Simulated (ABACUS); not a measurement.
# CoO under changes of volume

One of the cells (9.584 Å³/atom); the others are scaled copies at fixed shape and fractional positions:

```
Co O
1.0
    -1.50800    1.50800    2.10725
     1.50800   -1.50800    2.10725
     1.50800    1.50800   -2.10725
Co O
1 1
Cartesian
  0.0000 0.0000 0.0000
  0.0000 0.0000 2.1072
```

| Item | Value |
| --- | --- |
| Program | ABACUS 3.10.1 |
| Functional | PBE |
| Potentials or basis | PseudoDojo NC SR 0.4.1 PBE standard |
| Cutoff | 1361 eV |
| Density cutoff | 5442 eV |
| Basis | DZP LCAO (the cutoffs set its grid) |
| k mesh | 12 × 12 × 12 |
| Occupations | fermi-dirac, width 0.05 eV |
| Spin | collinear spin, ferromagnetic start |
| Starting moments | [2.0, 0.0] μB |

| volume (Å³/atom) | energy over the lowest point (meV/atom) | pressure (GPa) | moment (μB per cell) |
| --- | --- | --- | --- |
| 9.009 | 24.32 | 13.1 | 2.87 |
| 9.201 | 11.12 | 8.7 | 2.93 |
| 9.392 | 3.19 | 4.6 | 2.96 |
| 9.584 | 0.00 | 0.7 | 2.98 |
| 9.776 | 1.35 | -2.8 | 2.99 |
| 9.967 | 6.89 | -6.0 | 3.00 |
| 10.159 | ? | ? | ? |

**Question.** What does the run at 10.159 Å³/atom give?

**Answer.** Energy over the lowest point 15.98 meV/atom; pressure -8.9 GPa; moment 3.00 μB per cell.

Worked out: A Birch-Murnaghan fit of order 3 (a polynomial in V^(-2/3)) to the other rows has its minimum at 9.62 Å³/atom with B0 = V·E''(V) = 187 GPa (rough, since the energies scatter) at fixed shape and positions, which overstates the stiffness. It gives 16.37 meV/atom at 10.159 Å³/atom, against the run's 15.98, and -dE/dV = -9.5 GPa, against -8.9. A parabola through the other rows of the moment, of slope -0.0887 μB per Å³/atom there, extrapolates to 2.98 μB, against the run's 3.00.

Energies are extrapolated to zero smearing.

Caveats: the atomic orbitals were generated for these runs and aren't a published set; the basis of atomic orbitals isn't converged, which shifts pressures, moduli and gaps; a cell with one magnetic atom can't hold antiferromagnetic order, which such compounds often take.
